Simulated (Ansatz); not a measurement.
# CoO: a tetragonal deformation path

The task here is to estimate one member of a computed series from the others.

Computed with Ansatz 0.2.0 (DFT PBE, scalar-relativistic, plane waves, PAW, unless a step's input says otherwise).

### The structure to begin with

The structure is cubic, space group Fm-3m (No. 225). The conventional cell has a = 4.263 Å, b = 4.263 Å, c = 4.263 Å, α = 90.00°, β = 90.00°, γ = 90.00°. Around Co (site symmetry m-3m) lie 6 O at 2.13 Å. Around O (site symmetry m-3m) lie 6 Co at 2.13 Å.

As a file:

```
Co O
1.0
     0.00000    2.13150    2.13150
     2.13150    0.00000    2.13150
     2.13150    2.13150    0.00000
Co O
1 1
Direct
  0.00000 0.00000 0.00000
  0.50000 0.50000 0.50000
```

No relaxation comes first: the listed cell is the starting point.

Set-up of the first run:

Input file input.yaml:

```yaml
crystal:
  lattice:
    - [0.0, 2.1315, 2.1315]
    - [2.1315, 0.0, 2.1315]
    - [2.1315, 2.1315, 0.0]
  atoms:
    - { symbol: Co, position: [0.0, 0.0, 0.0], spin: 2.73 }
    - { symbol: O, position: [0.5, 0.5, 0.5], spin: 0.34 }
basis:
  ecutwfc: 420
kpoints:
  mp_grid: { grid: [22, 22, 22] }
hamiltonian:
  xc: pbe
scf:
  occupations: { method: gaussian, width: 0.15 }
output:
  forces: true
  stress: true
  eigenvalues: true
  populations: true
magnetization:
  spin_polarized: true
```

Command:

```
ansatz run input.yaml --threads 1 --pin off --max-ram 2560MiB --backend cpu --events-out ev --progress --plain --runs-dir out
```

Steps of the session up to this table: The reference: the undisturbed cell on the scan's mesh; Point ρ = 0.707; ρ = 1.414; ρ = 0.850; ρ = 1.200; Point ρ = 0.780; Point ρ = 1.300.

One table of the session follows, with a row left open; its other results are not shown here.

It belongs to the step «The scan collected». Collected from the runs (energy zero: the undisturbed cell):

| ρ | ΔE (meV/atom) | pressure (GPa) | moment (μB/cell) |
| --- | --- | --- | --- |
| 0.707 | 357.4 | 39.6 | 2.50 |
| 0.780 | 112.5 | 17.2 | 2.71 |
| 0.850 | ? | ? | ? |
| 1.000 | 0.0 | -1.8 | 2.92 |
| 1.200 | 21.7 | 3.8 | 2.63 |
| 1.300 | 55.3 | 10.1 | 2.46 |
| 1.414 | 115.3 | 18.9 | 2.23 |

Estimate the missing values for ρ = 0.850.

Worked estimate for «ΔE (meV/atom)». A straight line through the neighbours (0.780, 112.5) and (1.000, 0.0) gives 112.5 + (0.0 − 112.5) × (0.850 − 0.780) / (1.000 − 0.780) = 76.7; a parabola fitted to 4 rows on both sides gives 78.1.

**Answer.** ΔE (meV/atom): 27.0; pressure (GPa): 5.6; moment (μB/cell): 2.80. In «ΔE (meV/atom)» the line misses by +49.7 and the parabola by +51.1. Between these rows the values bend or scatter more than so simple an estimate can follow.

To keep in mind: Without a U such compounds often come out metallic though many are antiferromagnetic insulators. Warnings in the runs' records: look outside group, minimisation memory short.
